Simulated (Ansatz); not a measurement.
# HfC (P6_3/mmc) in Ansatz: single point with PBEsol

Aim: the single point of HfC with PBEsol.

All numbers are computed with Ansatz 0.2.0; they aren't measurements. Logs are shortened: lines on timing, memory, paths and dates and some standing lists are left out, and cuts for length are marked.

### 1 Starting point

The structure is hexagonal, space group P6_3/mmc (No. 194). The conventional cell has a = 3.343 Å, b = 3.343 Å, c = 5.203 Å, α = 90.00°, β = 90.00°, γ = 120.00°. Hf (site symmetry -6m2) has 6 C at 2.33 Å as nearest neighbours. C (site symmetry -3m) is surrounded by 6 Hf at 2.33 Å and 2 C at 2.60 Å.

The cell comes from a database or a generator and needn't be the stable form of this composition.

### 2 Single point, PBEsol

The input, input.yaml:

```yaml
crystal:
  lattice:
    - [3.3428660531, 0.0, 0.0]
    - [-1.6714330265, 2.8950069234, 0.0]
    - [0.0, 0.0, 5.202714]
  atoms:
    - { symbol: Hf, position: [0.3333333333, 0.6666666667, 0.25] }
    - { symbol: Hf, position: [0.6666666667, 0.3333333333, 0.75] }
    - { symbol: C, position: [0.0, 0.0, 0.5] }
    - { symbol: C, position: [0.0, 0.0, 0.0] }
kpoints:
  mp_grid: { grid: [5, 5, 3] }
scf:
  occupations: { method: fermi_dirac, width: 0.03 }
hamiltonian:
  xc: pbesol
  pseudopotentials: { kind: all_electron, lapw: { basis_error: 0.002 } }
output:
  forces: true
  stress: true
  eigenvalues: true
```

Potentials or basis: all-electron LAPW, scalar-relativistic.

Command:

```bash
$ ansatz run input.yaml --threads 2 --pin off --max-ram 8192MiB --backend cpu --events-out ev --progress --plain --runs-dir out
```

Log:

```text
Warning: RAYON_NUM_THREADS=2 ignored (pool sized by the plan → 2); use --threads N
LAPW: plane waves up to 8.534 Å⁻¹, error target 2.0e-3 eV per atom; small_component_spin mean_spin; C in spheres of 0.955 Å, 6 of its electrons in bands, Dirac shells []; Hf in spheres of 1.373 Å, 42 of its electrons in bands, Dirac shells [] (how accurate: hamiltonian.pseudopotentials.lapw.basis_error, Limitations)
Engine: ansatz 0.2.0, aarch64-unknown-linux-gnu
Pseudopotentials: kind: all_electron
Pseudopotential: Hf, LAPW, valence charge 42, lapw/all_electron/scalar/gaussian/Hf, Koelling and Harmon's equation, gaussian nucleus
Pseudopotential: C, LAPW, valence charge 6, lapw/all_electron/scalar/gaussian/C, Koelling and Harmon's equation, gaussian nucleus
Functional definition: PBEsol
  exchange = pbesol_x
  correlation = pbesol_c
Crystal: 4 atoms, lattice volume = 50.350 Å³
Basis set: ecut = 277.5016324206496 eV, 537 PW (Γ), exchange–correlation at level 2
Bands: 58, of which v1, the nominal top of the filled ones, is band 48 counted from 1 (47 counted from 0)
Symmetry: 24 space group operations
Space group: P63/mmc (ITA 194), of the structure as read, at distance tolerance 3.7e-5 Å
k-points: 10 of 75
Non-local potential: Hf, projectors of the file, none
Non-local potential: C, projectors of the file, none
Initial density: superposition of atomic densities (chi_scale 0.1, normalization cell, long waves kept (reshape's long-wave potential 0.00 eV rms))
Initial wavefunctions: plane waves of lowest kinetic energy (no species holds an atomic orbital)
Functional: x = pbesol(κ = 0.804, μ = 0.12345679012345678), c = pbesol(β = 0.046)
iter 1 solved again at ethr=1.18e-2 eV; its pass at ethr=1.00e-1 eV (dr2=1.13e1 eV) is discarded
SCF iter   1: F=—  HF=-822325.715944 eV  |F-HF|=—  |Δ(HF+E_count)|=         —  Δρ=1.20e-1  dr2=1.13e1  ethr=1.18e-2  ⟨swp⟩=2.0  Hψ=3443  notcnv=0
preconditioner: auto → Resta (q_TF=auto, 3.038 Å⁻¹)  ε∞=5.8  [insulator: Δε(μ)=0.125 eV  Ē_g=17.902 eV  σ=0.030 eV  W_gap=0.76  n_scr=22 (ndim 8)  ℏωp=39.2 eV  f_vac=0.000  D(μ)=1.40/eV (n_scr^D=8)  ε∞_Penn≈5.8]
iter 2 solved again at ethr=1.20e-4 eV; its pass at ethr=1.18e-2 eV (dr2=1.16e-1 eV) is discarded
SCF iter   2: F=—  HF=-822322.545971 eV  |F-HF|=—  |Δ(HF+E_count)|=    3.17e0  Δρ=2.20e-2  dr2=1.16e-1  ethr=1.20e-4  ⟨swp⟩=2.0  Hψ=2959  notcnv=0
SCF iter   3: F=—  HF=-822322.390611 eV  |F-HF|=—  |Δ(HF+E_count)|=         —  Δρ=2.00e-2  dr2=2.75e-1  ethr=1.20e-4  ⟨swp⟩=3.0  Hψ=1894  notcnv=0
the basis was enlarged: its passes take 445.5 KiB over the memory plan, 2 of 2 planned eigensolver slots
SCF iter   4: F=—  HF=-822322.381073 eV  |F-HF|=—  |Δ(HF+E_count)|=   9.54e-3  Δρ=9.03e-3  dr2=5.98e-2  ethr=1.20e-4  ⟨swp⟩=2.0  Hψ=1835  notcnv=0
SCF iter   5: F=—  HF=-822322.329583 eV  |F-HF|=—  |Δ(HF+E_count)|=   5.15e-2  Δρ=2.07e-3  dr2=2.62e-3  ethr=6.23e-5  ⟨swp⟩=2.2  Hψ=1744  notcnv=0
SCF iter   6: F=—  HF=-822322.329808 eV  |F-HF|=—  |Δ(HF+E_count)|=   2.25e-4  Δρ=1.20e-3  dr2=7.20e-4  ethr=2.73e-6  ⟨swp⟩=3.0  Hψ=1822  notcnv=0
SCF iter   7: F=—  HF=-822322.329380 eV  |F-HF|=—  |Δ(HF+E_count)|=   4.28e-4  Δρ=4.46e-4  dr2=9.93e-5  ethr=7.50e-7  ⟨swp⟩=2.4  Hψ=1761  notcnv=0
SCF iter   8: F=—  HF=-822322.329355 eV  |F-HF|=—  |Δ(HF+E_count)|=   2.48e-5  Δρ=9.88e-5  dr2=6.92e-6  ethr=1.03e-7  ⟨swp⟩=2.4  Hψ=1761  notcnv=0
SCF iter   9: F=—  HF=-822322.329353 eV  |F-HF|=—  |Δ(HF+E_count)|=   2.05e-6  Δρ=2.31e-5  dr2=2.91e-7  ethr=7.21e-9  ⟨swp⟩=2.0  Hψ=1742  notcnv=0
SCF iter  10: F=-822322.329353 eV  HF=-822322.329353 eV  |F-HF|=2.79e-9  |Δ(HF+E_count)|=   8.43e-8  Δρ=4.04e-6  dr2=9.05e-9  ethr=3.03e-10  ⟨swp⟩=2.3  Hψ=1759  notcnv=0
SCF 1 converged in 10 iterations: F = -822322.329353 eV  dr2 = 9.05e-9
SCF converged after 10 iterations
Free energy (F): -822322.329353 eV
Harris-Foulkes:  -822322.329353 eV  (|F-HF|=2.79e-9)
Internal energy: -822322.326518 eV  (E = F + TS)
E sigma→0 (E₀):  -822322.327936 eV
Entropy (-TS):   -0.002835 eV (-0.709 meV/atom)
Fermi energy:    20.664569 eV
--- Per-component energies (eV) ---
  E_band       = -8553.449524
  E_kinetic    = 914657.279005
  E_xc         = -16868.058483
  E_electrostatic = -1720111.547041  (all electrons and nuclei)
  E_smearing   = -0.002835  (= −TS)
  E_closure    = 0.000000  (closes the sum)
  E_atoms      = -822284.010476  (free atoms, spherical and without spin; not in F)
  Σ components = -822322.329353   (vs F -822322.329353, Δ=0.00e0)
  Basis errors (estimates in eV, not in F): energy 7.3e-4 per atom: plane waves 6.3e-4 (3.5e-4 summed), levels above the bands 5.8e-98, relativity 4.0e-8, radial functions 9.7e-5, core shells 1.0e-7; eigenvalues (radial functions only) 6.9e-6; not estimated: angular momenta, meshes, grids; target (lapw.basis_error) 2.0e-3; muffin-tin radii C 0.955 Å, Hf 1.373 Å
--- Forces (eV/Å), atoms counted from 1 ---
  atom   1  Hf    -0.00000000     0.00000000     0.00000000
  atom   2  Hf     0.00000000    -0.00000000    -0.00000000
  atom   3  C     -0.00000000     0.00000000    -0.00000000
  atom   4  C     -0.00000000     0.00000000     0.00000000
  max |Σ_I F_I| component: 7.40e-17 eV/Å
--- Stress (GPa, compression-positive) ---
       -8.508179       0.000000      -0.000000
        0.000000      -8.508179       0.000000
       -0.000000       0.000000      -4.997324
  P = ⅓ Tr σ = -7.3379 GPa (-73.379 kbar)
--- Band table (eV; the first three rows and the last of 10) ---
  k-point 0: bands = ["-351.8281", "-351.8281", "-351.8281", "-351.8281", "-351.8225", "-351.8225", "-243.2666", "-243.2666", "-179.9123", "-179.9123", "-179.9123", "-179.9123", "-179.9119", "-179.9119", "-179.9025", "-179.9025", "-179.9025", "-179.9025", "-40.6794", "-40.6298", "-9.8384", "-9.2592", "-9.2592", "-9.1686", "-9.1686", "-9.0917", "7.7238", "9.3348", "9.3426", "9.3461", "9.3547", "9.3547", "9.3906", "9.3906", "9.3984", "9.3984", "9.4115", "9.4161", "9.4161", "9.4207", "9.4241", "12.2639", "13.8809", "17.6440", "17.6440", "19.6037", "19.6037", "21.7358", "22.1520", "22.1520", "22.6158", "22.6158", "23.1016", "24.2134", "24.7970", "28.8656", "28.8656", "29.6284"]
  k-point 1: bands = ["-351.8281", "-351.8281", "-351.8281", "-351.8281", "-351.8225", "-351.8225", "-243.2666", "-243.2666", "-179.9123", "-179.9123", "-179.9123", "-179.9123", "-179.9119", "-179.9119", "-179.9025", "-179.9025", "-179.9025", "-179.9025", "-40.6670", "-40.6422", "-9.6619", "-9.2892", "-9.2366", "-9.2366", "-9.1913", "-9.1913", "8.3882", "9.2392", "9.3524", "9.3524", "9.3589", "9.3682", "9.3705", "9.3705", "9.4116", "9.4116", "9.4215", "9.4232", "9.4282", "9.4282", "9.4625", "10.4663", "16.1255", "17.7977", "17.7977", "18.5928", "18.5928", "19.3487", "23.7443", "23.7443", "23.8767", "23.9549", "23.9549", "24.7713", "25.7249", "26.6884", "27.0958", "27.0958"]
  k-point 2: bands = ["-351.8281", "-351.8281", "-351.8281", "-351.8281", "-351.8225", "-351.8225", "-243.2666", "-243.2666", "-179.9123", "-179.9123", "-179.9123", "-179.9123", "-179.9119", "-179.9119", "-179.9025", "-179.9025", "-179.9025", "-179.9025", "-40.6676", "-40.6264", "-9.7495", "-9.4300", "-9.3225", "-9.3199", "-9.1798", "-9.1285", "8.4277", "9.2958", "9.3533", "9.3587", "9.3692", "9.3789", "9.3834", "9.3890", "9.3982", "9.3993", "9.4042", "9.4046", "9.4063", "9.4256", "9.4721", "11.9243", "14.6671", "16.3595", "18.2537", "18.4567", "18.5686", "20.1627", "22.1332", "22.9250", "23.1217", "24.2820", "25.6670", "25.9622", "26.8075", "27.4123", "27.8059", "27.9370"]
  k-point 9: bands = ["-351.8281", "-351.8281", "-351.8281", "-351.8281", "-351.8225", "-351.8225", "-243.2666", "-243.2666", "-179.9123", "-179.9123", "-179.9123", "-179.9123", "-179.9119", "-179.9119", "-179.9025", "-179.9025", "-179.9025", "-179.9025", "-40.6334", "-40.6283", "-9.7355", "-9.6669", "-9.5204", "-9.4094", "-9.2765", "-9.2146", "9.2610", "9.3153", "9.3647", "9.3678", "9.3823", "9.3838", "9.3854", "9.3951", "9.3975", "9.3990", "9.4019", "9.4033", "9.4078", "9.4104", "10.5681", "10.9736", "15.5326", "16.2436", "17.1588", "17.9052", "18.3595", "19.3977", "21.6580", "22.9834", "24.4426", "25.4284", "26.6947", "26.7734", "27.8791", "28.1514", "29.1139", "29.2692"]
```

Run time: 5.6 s. Hardware: 2 threads of Arm Neoverse V2, shared host; peak memory 0.31 GiB.

Results:

```
Free energy            : -822322.3294 eV
Pressure               : -7.3 GPa
Band gap on the k mesh : none (metal or under the smearing width)
```

Levels at points of the mesh, in eV from the Fermi level:
| k point | band 44 | band 45 | band 46 | band 47 | band 48 | band 49 | band 50 | band 51 | band 52 | band 53 |
| --- | --- | --- | --- | --- | --- | --- | --- | --- | --- | --- |
| (0.00, 0.00, 0.00) | -3.02 | -3.02 | -1.06 | -1.06 | 1.07 | 1.49 | 1.49 | 1.95 | 1.95 | 2.44 |

Caveat: the k mesh is coarse (spacing up to 0.43 Å⁻¹), so the values aren't converged; the k mesh is thin for a metal, which can move the energy by tens of meV per atom.
